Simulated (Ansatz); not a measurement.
Geometry optimisation, DFT PBE, scalar-relativistic, plane waves, PAW in Ansatz 0.2.0.

Input file:

```yaml
crystal:
  lattice:
    - [10.86, 0.0, 0.0]
    - [0.0, 10.86, 0.0]
    - [0.0, 0.0, 10.86]
  atoms:
    - { symbol: Si, position: [0.5, 0.0, 0.0] }
    - { symbol: Si, position: [0.625, 0.125, 0.125] }
    - { symbol: Si, position: [0.75, 0.25, 0.0] }
    - { symbol: Si, position: [0.875, 0.375, 0.125] }
    - { symbol: Si, position: [0.75, 0.0, 0.25] }
    - { symbol: Si, position: [0.875, 0.125, 0.375] }
    - { symbol: Si, position: [0.0, 0.0, 0.0] }
    - { symbol: Si, position: [0.125, 0.125, 0.125] }
    - { symbol: Si, position: [0.25, 0.25, 0.0] }
    - { symbol: Si, position: [0.375, 0.375, 0.125] }
    - { symbol: Si, position: [0.5, 0.5, 0.0] }
    - { symbol: Si, position: [0.625, 0.625, 0.125] }
    - { symbol: Si, position: [0.75, 0.75, 0.0] }
    - { symbol: Si, position: [0.875, 0.875, 0.125] }
    - { symbol: Si, position: [0.25, 0.0, 0.25] }
    - { symbol: Si, position: [0.375, 0.125, 0.375] }
    - { symbol: Si, position: [0.5, 0.25, 0.25] }
    - { symbol: Si, position: [0.625, 0.375, 0.375] }
    - { symbol: Si, position: [0.75, 0.5, 0.25] }
    - { symbol: Si, position: [0.875, 0.625, 0.375] }
    - { symbol: Si, position: [0.5, 0.0, 0.5] }
    - { symbol: Si, position: [0.625, 0.125, 0.625] }
    - { symbol: Si, position: [0.75, 0.25, 0.5] }
    - { symbol: Si, position: [0.875, 0.375, 0.625] }
    - { symbol: Si, position: [0.75, 0.0, 0.75] }
    - { symbol: Si, position: [0.875, 0.125, 0.875] }
    - { symbol: Si, position: [0.0, 0.5, 0.0] }
    - { symbol: Si, position: [0.125, 0.625, 0.125] }
    - { symbol: Si, position: [0.25, 0.75, 0.0] }
    - { symbol: Si, position: [0.375, 0.875, 0.125] }
    - { symbol: Si, position: [0.0, 0.25, 0.25] }
    - { symbol: Si, position: [0.125, 0.375, 0.375] }
    - { symbol: Si, position: [0.25, 0.5, 0.25] }
    - { symbol: Si, position: [0.375, 0.625, 0.375] }
    - { symbol: Si, position: [0.5, 0.75, 0.25] }
    - { symbol: Si, position: [0.625, 0.875, 0.375] }
    - { symbol: Si, position: [0.0, 0.0, 0.5] }
    - { symbol: Si, position: [0.125, 0.125, 0.625] }
    - { symbol: Si, position: [0.25, 0.25, 0.5] }
    - { symbol: Si, position: [0.5, 0.25, 0.75] }
    - { symbol: Si, position: [0.5, 0.5, 0.5] }
    - { symbol: Si, position: [0.625, 0.625, 0.625] }
    - { symbol: Si, position: [0.75, 0.75, 0.5] }
    - { symbol: Si, position: [0.875, 0.875, 0.625] }
    - { symbol: Si, position: [0.25, 0.0, 0.75] }
    - { symbol: Si, position: [0.375, 0.125, 0.875] }
    - { symbol: Si, position: [0.625, 0.375, 0.875] }
    - { symbol: Si, position: [0.75, 0.5, 0.75] }
    - { symbol: Si, position: [0.875, 0.625, 0.875] }
    - { symbol: Si, position: [0.0, 0.75, 0.25] }
    - { symbol: Si, position: [0.125, 0.875, 0.375] }
    - { symbol: Si, position: [0.0, 0.5, 0.5] }
    - { symbol: Si, position: [0.125, 0.625, 0.625] }
    - { symbol: Si, position: [0.25, 0.75, 0.5] }
    - { symbol: Si, position: [0.375, 0.875, 0.625] }
    - { symbol: Si, position: [0.0, 0.25, 0.75] }
    - { symbol: Si, position: [0.125, 0.375, 0.875] }
    - { symbol: Si, position: [0.25, 0.5, 0.75] }
    - { symbol: Si, position: [0.375, 0.625, 0.875] }
    - { symbol: Si, position: [0.5, 0.75, 0.75] }
    - { symbol: Si, position: [0.625, 0.875, 0.875] }
    - { symbol: Si, position: [0.0, 0.75, 0.75] }
    - { symbol: Si, position: [0.125, 0.875, 0.875] }
basis:
  ecutwfc: 420.0
kpoints:
  mp_grid: { grid: [1, 1, 1] }
hamiltonian:
  xc: pbe
  pseudopotentials: { kind: paw, azcp: { folder: soft_1 } }
scf:
  occupations: { method: gaussian, width: 0.05 }
  lower_state_search: "off"
relax:
  f_tol: 0.03
  max_steps: 60
  adjacent_minimum: "off"
```

Run as:

```bash
$ ansatz run input.yaml --threads 4 --pin off --max-ram 10240MiB --backend cpu --events-out ev --progress --plain --runs-dir out
```

Where does it end, and by what steps?

The run converged. Limits of this set-up: coarse k mesh, no spin, though dangling bonds at a vacancy may carry it, a typed lattice constant that wasn't relaxed here. After 3 steps the energy has fallen by 0.076 eV; Si39 moved furthest, 0.11 Å.

```json
{"step": "0", "energy less start (eV)": "0.0000", "largest force component (eV/Å)": "0.156", "accepted": "yes"}
{"step": "1", "energy less start (eV)": "-0.0657", "largest force component (eV/Å)": "0.069", "accepted": "yes"}
{"step": "2", "energy less start (eV)": "-0.0738", "largest force component (eV/Å)": "0.032", "accepted": "yes"}
{"step": "3", "energy less start (eV)": "-0.0759", "largest force component (eV/Å)": "0.019", "accepted": "yes"}
```

```xyz
63
Lattice="10.8600 0.0000 0.0000 0.0000 10.8600 0.0000 0.0000 0.0000 10.8600" Properties=species:S:1:pos:R:3
Si 5.431 0.011 -0.011
Si 6.784 1.361 1.354
Si 8.134 2.714 -0.011
Si 9.502 4.072 1.357
Si 8.146 -0.001 2.714
Si 9.506 1.361 4.076
Si -0.001 -0.001 0.001
Si 1.361 1.361 1.361
Si 2.718 2.718 -0.001
Si 4.072 4.072 1.357
Si 5.427 5.427 -0.001
Si 6.784 6.784 1.361
Si 8.146 8.146 0.001
Si 9.502 9.502 1.357
Si 2.714 0.011 2.726
Si 4.077 1.384 4.099
Si 5.427 2.718 2.716
Si 6.761 4.068 4.099
Si 8.134 5.431 2.726
Si 9.499 6.784 4.076
Si 5.427 0.001 5.433
Si 6.761 1.384 6.783
Si 8.144 2.718 5.433
Si 9.502 4.072 6.787
Si 8.134 0.011 8.146
Si 9.499 1.361 9.499
Si 0.011 5.431 -0.011
Si 1.361 6.784 1.354
Si 2.714 8.134 -0.011
Si 4.072 9.502 1.357
Si 0.011 2.714 2.726
Si 1.384 4.077 4.099
Si 2.718 5.427 2.716
Si 4.068 6.761 4.099
Si 5.431 8.134 2.726
Si 6.784 9.499 4.076
Si 0.011 0.011 5.429
Si 1.384 1.384 6.792
Si 2.781 2.781 5.496
Si 5.364 2.781 8.079
Si 5.364 5.364 5.496
Si 6.761 6.761 6.792
Si 8.134 8.134 5.429
Si 9.502 9.502 6.787
Si 2.718 0.001 8.142
Si 4.068 1.384 9.476
Si 6.761 4.077 9.476
Si 8.144 5.427 8.142
Si 9.506 6.784 9.499
Si -0.001 8.146 2.714
Si 1.361 9.506 4.076
Si 0.001 5.427 5.433
Si 1.384 6.761 6.783
Si 2.718 8.144 5.433
Si 4.072 9.502 6.787
Si 0.001 2.718 8.142
Si 1.384 4.068 9.476
Si 2.781 5.364 8.079
Si 4.077 6.761 9.476
Si 5.427 8.144 8.142
Si 6.784 9.506 9.499
Si 0.011 8.134 8.146
Si 1.361 9.499 9.499
```

Whether the end is a true minimum wasn't checked by a vibrational analysis.

Time of the run: 13 s on 4 threads of Arm Neoverse V2, on a shared host, peak memory 1 GiB.
